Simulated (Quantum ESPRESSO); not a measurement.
Crystal: TaN.

```xyz
2
Lattice="0.0000 2.2113 2.2113 2.2113 0.0000 2.2113 2.2113 2.2113 0.0000" Properties=species:S:1:pos:R:3 pbc="T T T"
Ta    2.2113    2.2113    2.2113
N     0.0000    0.0000    0.0000
```

The cell comes from a database or a generator and needn't be the stable form of this composition.

```yaml
Program: Quantum ESPRESSO 7.5
Task: phonons
Functional: vdW-DF-cx
Potentials_or_basis: PseudoDojo 0.4.1 SR PBE standard
Cutoff: 1143 eV
Density_cutoff: 4572 eV
k_mesh: 8 × 8 × 8
Occupations: cold, width 0.2 eV
Spin: no spin polarisation
Mixing_beta: 0.5
Most_SCF_iterations: 120
SCF_threshold: 4e-10 Ry
```

The cell and the atoms were relaxed first, to 10.54 Å³/atom (a = 3.101 Å, b = 3.101 Å, c = 3.101 Å, α = 60.00°, β = 60.00°, γ = 60.00°), and the response was taken there.

**Question.** What is the highest optical frequency at the zone centre?

**Answer.** 441 cm⁻¹, a mode of symmetry T1u (IR).

Optical modes at Γ, degenerate ones joined:
```
cm⁻¹  components  symmetry  active in
 441           3       T1u         IR
```

Caveat: the mesh is thin for the phonons of a metal; the potentials were made for another functional, which shifts forces and pressure.
